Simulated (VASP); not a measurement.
Mo: relaxation of the atoms with LDA

The system is Mo.

```
Mo
1.0
    -1.57810    1.57810    1.57810
     1.57810   -1.57810    1.57810
     1.57810    1.57810   -1.57810
Mo
1
Direct
  0.00000 0.00000 0.00000
```

The cell isn't the ideal one: a relaxed cell with its volume scaled by 1.04.

```json
{
  "Program": "VASP 6.6.1",
  "Task": "relaxation of the atoms",
  "Functional": "LDA",
  "Potentials or basis": "VASP PAW LDA potentials, release 64 (Mo_sv)",
  "Cutoff": "600 eV",
  "k mesh": "16 × 16 × 16",
  "Occupations": "methfessel-paxton, width 0.1 eV",
  "Spin": "no spin polarisation",
  "Further INCAR settings": "ALGO = Normal; EDIFF = 1e-07; IBRION = 2; EDIFFG = -0.01; NSW = 40"
}
```

The pressure after relaxing is -10.6 GPa and the band gap on the k mesh is none (metal or under the smearing width).

Final structure:
```yaml
crystal:
  lattice:
    - [-1.57810, 1.57810, 1.57810]
    - [1.57810, -1.57810, 1.57810]
    - [1.57810, 1.57810, -1.57810]
  atoms:
    - { symbol: Mo, position: [0.00000, 0.00000, 0.00000] }
```

Levels at points of the mesh, in eV from the Fermi level:
```tsv
k point	band 5	band 6	band 7	band 8	band 9	band 10
(0.00, 0.00, 0.00)	-7.22	-1.37	-1.37	-1.37	1.61	1.61
(0.50, 0.00, 0.00)	-5.31	-3.39	1.64	1.65	2.26	4.74
(0.50, 0.50, 0.50)	-5.43	-5.43	3.97	3.97	3.97	9.00
```

Run time: 19 s on 1 thread of AMD EPYC 7R13 Processor (Zen 3) (shared host), peak memory 0.12 GiB.

Caveat: the relaxation stopped at its first step, so nothing moved.
